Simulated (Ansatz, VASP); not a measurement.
# YB6: VASP beside Ansatz, part 2 of 2

One calculation is typed for both programs; each brings its own data sets. How far apart do they land? The structure shown comes from an earlier Ansatz run, which isn't shown and may have moved the atoms alone.

VASP 6.6.1 and Ansatz 0.2.0.

So far: Set-up; Ansatz: elastic constants, PBEsol.

**3. VASP: elastic constants, PBEsol**

Level of this step: PBEsol; plane waves and PAW (Y_sv, B) (VASP).

The same cell, functional, mesh and smearing now go to VASP, with its own data sets.

Lines of VASP's logs that name or quote its potential files are left out, and so is its time.

Input file INCAR:

```
SYSTEM = YB6
PREC = Accurate
ENCUT = 500
EDIFF = 1E-08
NELM = 120
ISMEAR = 1
SIGMA = 0.25
LREAL = .FALSE.
ALGO = Normal
GGA = PS
NBANDS = 21
LASPH = .TRUE.
LORBIT = 11
LWAVE = .FALSE.
LCHARG = .FALSE.
ISIF = 3
IBRION = 6
NFREE = 2
POTIM = 0.015
NSW = 1
GGA_COMPAT = .FALSE.
KPAR = 2
```

Input file POSCAR:

```
YB6
1.0
    4.0778238802      0.0000000000      0.0000000000
    0.0000000000      4.0778238802      0.0000000000
    0.0000000000      0.0000000000      4.0778238802
Y B
1 6
Direct
    0.0000000000      0.0000000000      0.0000000000
    0.5000000000      0.5000000000      0.1990745448
    0.5000000000      0.5000000000      0.8009254552
    0.1990745448      0.5000000000      0.5000000000
    0.8009254552      0.5000000000      0.5000000000
    0.5000000000      0.1990745448      0.5000000000
    0.5000000000      0.8009254552      0.5000000000
```

Input file KPOINTS:

```
Automatic mesh
0
Gamma
4 4 4
0 0 0
```

PAW data sets: Y_sv and B (PBE family, release 64).

The run is started by

```sh
> mpirun -np 2 vasp_std
```

Numbers of over 12 decimals in the logs are rounded to 6 here.

What it wrote:

```text
[banner, memory and clock lines left out]
running    2 mpi-ranks, on    1 nodes
 distrk:  each k-point on    1 cores,    2 groups
 distr:  one band on    1 cores,    1 groups

 POSCAR found type information on POSCAR Y B
 POSCAR found :  2 types and       7 ions
|                                                                             |
|               ----> ADVICE to this user running VASP <----                  |
|                                                                             |
|     You enforced a specific xc type in the INCAR file but a different       |
|     [... a line on the potential file left out ...]
|     I HOPE YOU KNOW WHAT YOU ARE DOING!                                     |
|                                                                             |

 LDA part: xc-table for (Slater+PW92), standard interpolation
 POSCAR, INCAR and KPOINTS ok, starting setup
 FFT: planning ... GRIDC
 FFT: planning ... GRID_SOFT
 FFT: planning ... GRID
 WAVECAR not read
 entering main loop
       N       E                     dE             d eps       ncg     rms          rms(c)
DAV:   1     0.828848663360E+02    0.82885E+02   -0.13844E+04   420   0.125E+03
DAV:   2    -0.554571933244E+02   -0.13834E+03   -0.13289E+03   539   0.263E+02
DAV:   3    -0.603161335552E+02   -0.48589E+01   -0.48181E+01   686   0.410E+01
DAV:   4    -0.603764276985E+02   -0.60294E-01   -0.60028E-01   582   0.376E+00
DAV:   5    -0.603776756114E+02   -0.12479E-02   -0.12475E-02   574   0.430E-01    0.156E+01
DAV:   6    -0.526872258738E+02    0.76904E+01   -0.12196E+01   528   0.207E+01    0.135E+01
DAV:   7    -0.518372513363E+02    0.84997E+00   -0.69556E+00   576   0.117E+01    0.119E+01
DAV:   8    -0.521566182562E+02   -0.31937E+00   -0.28121E+00   504   0.862E+00    0.278E+00
DAV:   9    -0.518112170559E+02    0.34540E+00   -0.13144E+00   489   0.562E+00    0.338E-01
DAV:  10    -0.518163046303E+02   -0.50876E-02   -0.79385E-02   538   0.144E+00    0.102E+00
DAV:  11    -0.518162324120E+02    0.72218E-04   -0.15712E-03   567   0.208E-01    0.509E-01
DAV:  12    -0.518160081759E+02    0.22424E-03   -0.81355E-04   541   0.153E-01    0.171E-01
DAV:  13    -0.518159968314E+02    0.11345E-04   -0.90628E-05   577   0.529E-02    0.809E-02
DAV:  14    -0.518159944245E+02    0.24069E-05   -0.80074E-06   634   0.164E-02    0.296E-02
DAV:  15    -0.518159945616E+02   -0.13711E-06   -0.93340E-07   607   0.522E-03    0.137E-02
DAV:  16    -0.518159946096E+02   -0.47997E-07   -0.39065E-07   564   0.352E-03    0.142E-03
DAV:  17    -0.518159945819E+02    0.27636E-07   -0.60913E-08   553   0.147E-03    0.249E-03
DAV:  18    -0.518159945832E+02   -0.12492E-08   -0.20877E-09   320   0.311E-04
   1 F= -.51815995E+02 E0= -.51809205E+02  d E =-.203690E-01
[... from here on, the cycles between the ionic steps are left out ...]
   2 F= -.51795748E+02 E0= -.51789278E+02  d E =-.194119E-01
  11 F= -.51812327E+02 E0= -.51805883E+02  d E =-.193327E-01
  12 F= -.51812327E+02 E0= -.51805883E+02  d E =-.193327E-01
  13 F= -.51812327E+02 E0= -.51805883E+02  d E =-.193328E-01
  14 F= -.51815813E+02 E0= -.51809017E+02  d E =-.203894E-01
  15 F= -.51815813E+02 E0= -.51809017E+02  d E =-.203893E-01
  16 F= -.51814515E+02 E0= -.51807749E+02  d E =-.202986E-01
  17 F= -.51814515E+02 E0= -.51807749E+02  d E =-.202986E-01
  18 F= -.51810904E+02 E0= -.51804546E+02  d E =-.190756E-01
 Finite differences progress:
  Degree of freedom:   9/  9
  Displacement:        1/  2
  Total:              17/ 18
 bond charge predicted
       N       E                     dE             d eps       ncg     rms          rms(c)
DAV:   1    -0.518152634851E+02   -0.43593E-02   -0.70946E-01   776   0.448E+00    0.341E-01
DAV:   2    -0.518124571819E+02    0.28063E-02   -0.16318E-02   933   0.719E-01    0.172E-01
DAV:   3    -0.518118776620E+02    0.57952E-03   -0.27715E-03   861   0.259E-01    0.517E-02
DAV:   4    -0.518118575743E+02    0.20088E-04   -0.34343E-04   935   0.955E-02    0.265E-02
DAV:   5    -0.518118527193E+02    0.48550E-05   -0.25722E-05   884   0.287E-02    0.753E-03
DAV:   6    -0.518118525752E+02    0.14416E-06   -0.32270E-06   960   0.114E-02    0.224E-03
DAV:   7    -0.518118525487E+02    0.26428E-07   -0.17348E-07   950   0.258E-03    0.155E-03
DAV:   8    -0.518118525183E+02    0.30462E-07   -0.24043E-08   826   0.101E-03    0.424E-04
DAV:   9    -0.518118525090E+02    0.92700E-08   -0.73017E-09   548   0.542E-04
  19 F= -.51811853E+02 E0= -.51804728E+02  d E =-.213738E-01
 Finite differences progress:
  Degree of freedom:   9/  9
  Displacement:        2/  2
  Total:              18/ 18
```

Parts of OUTCAR (step 3):

```text
ion  position               nearest neighbor table
   1  0.000  0.000  0.000-   2 3.00   3 3.00   4 3.00   5 3.00   6 3.00   7 3.00   4 3.00   5 3.00
                             6 3.00   7 3.00   2 3.00   3 3.00   4 3.00   5 3.00   4 3.00   5 3.00
   2  0.500  0.500  0.199-   3 1.62   4 1.74   5 1.74   6 1.74   7 1.74   1 3.00   1 3.00   1 3.00
                             1 3.00
   3  0.500  0.500  0.801-   2 1.62   4 1.74   5 1.74   6 1.74   7 1.74   1 3.00   1 3.00   1 3.00
                             1 3.00
   4  0.199  0.500  0.500-   5 1.62   3 1.74   2 1.74   6 1.74   7 1.74   1 3.00   1 3.00   1 3.00
                             1 3.00
   5  0.801  0.500  0.500-   4 1.62   3 1.74   2 1.74   6 1.74   7 1.74   1 3.00   1 3.00   1 3.00
                             1 3.00
   6  0.500  0.199  0.500-   7 1.62   3 1.74   4 1.74   5 1.74   2 1.74   1 3.00   1 3.00   1 3.00
                             1 3.00
   7  0.500  0.801  0.500-   6 1.62   3 1.74   4 1.74   5 1.74   2 1.74   1 3.00   1 3.00   1 3.00
                             1 3.00

  LATTYP: Found a simple cubic cell.
 ALAT       =     4.0778238802

 Subroutine GETGRP returns: Found 48 space group operations
 (whereof 48 operations were pure point group operations)

The static configuration has the point symmetry O_h .

 Found     10 irreducible k-points:

   k-points           NKPTS =     10   k-points in BZ     NKDIM =     10   number of bands    NBANDS=     21

   dimension x,y,z NGX =    30 NGY =   30 NGZ =   30
   dimension x,y,z NGXF=    60 NGYF=   60 NGZF=   60

   ENCUT  =  500.0 eV  36.75 Ry    6.06 a.u.   7.43  7.43  7.43*2*pi/ulx,y,z

   NELECT =      29.0000    total number of electrons

 k-points in reciprocal lattice and weights: Automatic mesh
   0.00000000  0.00000000  0.00000000       0.016
   0.25000000  0.00000000  0.00000000       0.094
   0.50000000  0.00000000  0.00000000       0.047
   0.25000000  0.25000000  0.00000000       0.188
   0.50000000  0.25000000  0.00000000       0.188
   0.50000000  0.50000000  0.00000000       0.047
   0.25000000  0.25000000  0.25000000       0.125
   0.50000000  0.25000000  0.25000000       0.188
   0.50000000  0.50000000  0.25000000       0.094
   0.50000000  0.50000000  0.50000000       0.016

 average (electrostatic) potential at core
       1 -35.4614       2 -26.1855       3 -26.1643       4 -26.1690       5 -26.1690
       6 -26.1690       7 -26.1690

 E-fermi :   6.5431

 k-point     1 :       0.0000    0.0000    0.0000
  band No.  band energies     occupation
    ...
     10      -0.5909      2.00000
     11      -0.5395      2.00000
     12       4.5472      2.00000
     13       4.5695      2.00000
     14       4.5695      2.00000
     15       7.5373     -0.00000
     16       7.5483     -0.00000
     17       7.6049     -0.00000
     18       7.6049     -0.00000
     19       7.6533     -0.00000
    ...

 k-point     2 :       0.2500    0.0000    0.0000
  band No.  band energies     occupation
    ...
     11       1.6082      2.00000
     12       3.3780      2.00000
     13       3.3972      2.00000
     14       4.8552      2.00000
     15       5.0066      2.00000
     16       8.0835     -0.00000
     17       8.2668     -0.00000
     18       8.3026     -0.00000
     19       8.8498     -0.00000
     20       9.8281     -0.00000
    ...

 k-point     3 :       0.5000    0.0000    0.0000
  band No.  band energies     occupation
    ...
     11       2.6199      2.00000
     12       2.6356      2.00000
     13       3.1897      2.00000
     14       3.8643      2.00000
     15       5.2435      2.00000
     16       7.7180     -0.00000
     17       7.7386     -0.00000
     18       8.0541     -0.00000
     19       8.6720     -0.00000
     20       9.6948     -0.00000
    ...

   1 f  =   40.612730 THz   255.177308 2PiTHz 1354.694851 cm-1   167.960679 meV
             X         Y         Z           dx          dy          dz
      0.000000  0.000000  0.000000    -0.000000   -0.000000    0.000000
      2.038912  2.038912  0.811791    -0.000000    0.000000    0.408248
      2.038912  2.038912  3.266033     0.000000   -0.000000   -0.408248
      0.811791  2.038912  2.038912     0.408248    0.000000   -0.000000
      3.266033  2.038912  2.038912    -0.408248    0.000000    0.000000
      2.038912  0.811791  2.038912    -0.000000    0.408248   -0.000000
      2.038912  3.266033  2.038912     0.000000   -0.408248    0.000000

   2 f  =   35.602102 THz   223.694606 2PiTHz 1187.558301 cm-1   147.238398 meV
             X         Y         Z           dx          dy          dz
      0.000000  0.000000  0.000000     0.000000    0.000000   -0.000000
      2.038912  2.038912  0.811791     0.000000   -0.000000    0.135635
      2.038912  2.038912  3.266033     0.000000    0.000000   -0.135635
      0.811791  2.038912  2.038912     0.418189   -0.000000   -0.000000
      3.266033  2.038912  2.038912    -0.418189   -0.000000   -0.000000
      2.038912  0.811791  2.038912     0.000000   -0.553824    0.000000
      2.038912  3.266033  2.038912    -0.000000    0.553824    0.000000

   3 f  =   35.602102 THz   223.694606 2PiTHz 1187.558301 cm-1   147.238398 meV
             X         Y         Z           dx          dy          dz
      0.000000  0.000000  0.000000     0.000000    0.000000   -0.000000
      2.038912  2.038912  0.811791    -0.000000   -0.000000    0.561192
      2.038912  2.038912  3.266033    -0.000000   -0.000000   -0.561192
      0.811791  2.038912  2.038912    -0.398059   -0.000000   -0.000000
      3.266033  2.038912  2.038912     0.398059   -0.000000   -0.000000
      2.038912  0.811791  2.038912     0.000000   -0.163133    0.000000
      2.038912  3.266033  2.038912     0.000000    0.163133    0.000000

   4 f  =   26.497223 THz   166.486960 2PiTHz  883.852211 cm-1   109.583658 meV
             X         Y         Z           dx          dy          dz
      0.000000  0.000000  0.000000     0.000209    0.007520   -0.009108
      2.038912  2.038912  0.811791    -0.005197   -0.187358   -0.440682
      2.038912  2.038912  3.266033    -0.005197   -0.187358   -0.440682
      0.811791  2.038912  2.038912     0.010092   -0.187358    0.226944
      3.266033  2.038912  2.038912     0.010092   -0.187358    0.226944
      2.038912  0.811791  2.038912    -0.005197    0.363814    0.226944
      2.038912  3.266033  2.038912    -0.005197    0.363814    0.226944

   5 f  =   26.497223 THz   166.486960 2PiTHz  883.852211 cm-1   109.583658 meV
             X         Y         Z           dx          dy          dz
      0.000000  0.000000  0.000000     0.000407   -0.009109   -0.007511
      2.038912  2.038912  0.811791    -0.010147    0.226958   -0.363386
      2.038912  2.038912  3.266033    -0.010147    0.226958   -0.363386
      0.811791  2.038912  2.038912     0.019703    0.226958    0.187138
      3.266033  2.038912  2.038912     0.019703    0.226958    0.187138
      2.038912  0.811791  2.038912    -0.010147   -0.440710    0.187138
      2.038912  3.266033  2.038912    -0.010147   -0.440710    0.187138

   6 f  =   26.497223 THz   166.486960 2PiTHz  883.852211 cm-1   109.583658 meV
             X         Y         Z           dx          dy          dz
      0.000000  0.000000  0.000000    -0.011804   -0.000181   -0.000420
      2.038912  2.038912  0.811791     0.294115    0.004519   -0.020324
      2.038912  2.038912  3.266033     0.294115    0.004519   -0.020324
      0.811791  2.038912  2.038912    -0.571115    0.004519    0.010467
      3.266033  2.038912  2.038912    -0.571115    0.004519    0.010467
      2.038912  0.811791  2.038912     0.294115   -0.008775    0.010467
      2.038912  3.266033  2.038912     0.294115   -0.008775    0.010467

   7 f  =   20.920843 THz   131.449532 2PiTHz  697.844198 cm-1    86.521614 meV
             X         Y         Z           dx          dy          dz
      0.000000  0.000000  0.000000     0.000000    0.000000    0.000000
      2.038912  2.038912  0.811791    -0.279713   -0.003133    0.000000
      2.038912  2.038912  3.266033     0.279713    0.003133    0.000000
      0.811791  2.038912  2.038912    -0.000000    0.414428   -0.279713
      3.266033  2.038912  2.038912     0.000000   -0.414428    0.279713
      2.038912  0.811791  2.038912     0.414428   -0.000000   -0.003133
      2.038912  3.266033  2.038912    -0.414428   -0.000000    0.003133

   8 f  =   20.920843 THz   131.449532 2PiTHz  697.844198 cm-1    86.521614 meV
             X         Y         Z           dx          dy          dz
      0.000000  0.000000  0.000000    -0.000000   -0.000000    0.000000
      2.038912  2.038912  0.811791     0.085333   -0.489708    0.000000
      2.038912  2.038912  3.266033    -0.085333    0.489708    0.000000
      0.811791  2.038912  2.038912    -0.000000    0.053893    0.085333
      3.266033  2.038912  2.038912     0.000000   -0.053893   -0.085333
      2.038912  0.811791  2.038912     0.053893    0.000000   -0.489708
      2.038912  3.266033  2.038912    -0.053893    0.000000    0.489708

   9 f  =   20.920843 THz   131.449532 2PiTHz  697.844198 cm-1    86.521614 meV
             X         Y         Z           dx          dy          dz
      0.000000  0.000000  0.000000     0.000000    0.000000   -0.000000
      2.038912  2.038912  0.811791    -0.405560   -0.100878    0.000000
      2.038912  2.038912  3.266033     0.405560    0.100878    0.000000
      0.811791  2.038912  2.038912     0.000000   -0.274490   -0.405560
      3.266033  2.038912  2.038912    -0.000000    0.274490    0.405560
      2.038912  0.811791  2.038912    -0.274490   -0.000000   -0.100878
      2.038912  3.266033  2.038912     0.274490    0.000000    0.100878

  10 f  =   16.286691 THz   102.332295 2PiTHz  543.265521 cm-1    67.356310 meV
             X         Y         Z           dx          dy          dz
      0.000000  0.000000  0.000000     0.000000    0.000000    0.000000
      2.038912  2.038912  0.811791    -0.000937   -0.498999   -0.000000
      2.038912  2.038912  3.266033     0.000937    0.498999   -0.000000
      0.811791  2.038912  2.038912    -0.000000    0.031617    0.000937
      3.266033  2.038912  2.038912    -0.000000   -0.031617   -0.000937
      2.038912  0.811791  2.038912    -0.031617    0.000000    0.498999
      2.038912  3.266033  2.038912     0.031617   -0.000000   -0.498999

  11 f  =   16.286691 THz   102.332295 2PiTHz  543.265521 cm-1    67.356310 meV
             X         Y         Z           dx          dy          dz
      0.000000  0.000000  0.000000     0.000000    0.000000   -0.000000
      2.038912  2.038912  0.811791    -0.183202    0.029761   -0.000000
      2.038912  2.038912  3.266033     0.183202   -0.029761   -0.000000
      0.811791  2.038912  2.038912    -0.000000    0.464275    0.183202
      3.266033  2.038912  2.038912    -0.000000   -0.464275   -0.183202
      2.038912  0.811791  2.038912    -0.464275   -0.000000   -0.029761
      2.038912  3.266033  2.038912     0.464275   -0.000000    0.029761

  12 f  =   16.286691 THz   102.332295 2PiTHz  543.265521 cm-1    67.356310 meV
             X         Y         Z           dx          dy          dz
      0.000000  0.000000  0.000000     0.000000    0.000000   -0.000000
      2.038912  2.038912  0.811791     0.465227    0.010714    0.000000
      2.038912  2.038912  3.266033    -0.465227   -0.010714    0.000000
      0.811791  2.038912  2.038912     0.000000    0.182891   -0.465227
    [... 91 further lines ...]
      2.038912  0.811791  2.038912     0.113917   -0.239243    0.005396
      2.038912  3.266033  2.038912     0.113917   -0.239243    0.005396

 ELASTIC MODULI CONTR FROM IONIC RELAXATION (kBar)
 Direction    XX          YY          ZZ          XY          YZ          ZX
 --------------------------------------------------------------------------------
 XX         -38.6847    -27.0396    -27.0396      0.0000     -0.0000      0.0000
 YY         -27.0396    -38.6847    -27.0396     -0.0000      0.0000      0.0000
 ZZ         -27.0396    -27.0396    -38.6847      0.0000     -0.0000     -0.0000
 XY          -0.0000     -0.0000      0.0000   -763.1349      0.0000      0.0000
 YZ          -0.0000      0.0000     -0.0000      0.0000   -763.1349     -0.0000
 ZX           0.0000      0.0000      0.0000      0.0000     -0.0000   -763.1349
 --------------------------------------------------------------------------------

 TOTAL ELASTIC MODULI (kBar)
 Direction    XX          YY          ZZ          XY          YZ          ZX
 --------------------------------------------------------------------------------
 XX        4687.8884    307.0898    307.0898      0.0000     -0.0000      0.0000
 YY         307.0898   4687.8884    307.0898     -0.0000      0.0000      0.0000
 ZZ         307.0898    307.0898   4687.8884      0.0000     -0.0000     -0.0000
 XY          -0.0000     -0.0000      0.0000     10.4422      0.0000      0.0000
 YZ          -0.0000      0.0000     -0.0000      0.0000     10.4422     -0.0000
 ZX           0.0000      0.0000      0.0000      0.0000     -0.0000     10.4422
 --------------------------------------------------------------------------------

 total charge
# of ion       s       p       d       f       tot
--------------------------------------------------
    1        2.108   6.185   0.911   0.057   9.261
    2        0.703   1.408   0.000   0.000   2.110
    3        0.703   1.408   0.000   0.000   2.110
    4        0.703   1.408   0.000   0.000   2.110
    5        0.703   1.408   0.000   0.000   2.110
    6        0.703   1.408   0.000   0.000   2.110
    7        0.703   1.408   0.000   0.000   2.110
--------------------------------------------------
tot          6.324  14.632   0.911   0.057  21.924

[... 3 further parts left out ...]
```

CONTCAR:

```
YB6
   1.00000000000000
     4.0778238802000004    0.0000000000000000    0.0000000000000000
     0.0000000000000000    4.0778238802000004    0.0000000000000000
     0.0000000000000000    0.0000000000000000    4.0778238802000004
  Y               B
     1     6
Direct
     0.0000000000000000    0.0000000000000000    0.0000000000000000
     0.5000000000000001    0.5000000000000001    0.1953961122730732
     0.5000000000000000    0.5000000000000000    0.8009254552000016
     0.1990745447999984    0.5000000000000000    0.5000000000000000
     0.8009254552000016    0.5000000000000000    0.5000000000000000
     0.5000000000000000    0.1990745447999984    0.5000000000000000
     0.5000000000000000    0.8009254552000016    0.5000000000000000
```

Levels, forces or a CONTCAR printed for this step are those of its last displaced cell, not of the structure at rest.

**4. Comparison**

Known differences besides the potentials themselves: the cutoff is 420 eV in Ansatz and 500 eV in VASP; Ansatz makes its cores anew for this functional, VASP keeps those of its PBE data sets; VASP takes each elastic constant from one size of strain, Ansatz from those that its log lists. Total energies have different zeros and are not compared.

Both answers:

```tsv
quantity	Ansatz	VASP	difference
C11 (GPa)	468.5	468.8	-0.05 %
C22 (GPa)	468.5	468.8	-0.05 %
C33 (GPa)	468.5	468.8	-0.05 %
C12 (GPa)	30.7	30.7	-0.05 %
C13 (GPa)	30.7	30.7	-0.05 %
C23 (GPa)	30.7	30.7	-0.05 %
C44 (GPa)	2.1	1.0	+101.25 %
C55 (GPa)	2.1	1.0	+101.25 %
C66 (GPa)	2.1	1.0	+101.25 %
```

**5. Summary of results**

* difference in C44 (elastic constants, PBEsol): 101 %

What this shows: The difference in C44 is 101 % (elastic constants, PBEsol), beyond the 5 % picked in this series as the mark of a large difference. How closely two codes agree says nothing of how well the functional describes the real material.

[Lines on the potential files, build, host, timing and source positions are cut from VASP's logs without a mark.]

[Logs are printed without paths, hosts, clocks, repeated set-up lines and the standing remarks that a program may print on its own settings, such as how far it seeks lower states.]

[Hosts, paths, dates, database ids (printed as entryN), source tags and the programs' standing remarks are cut or masked in the printed files.]
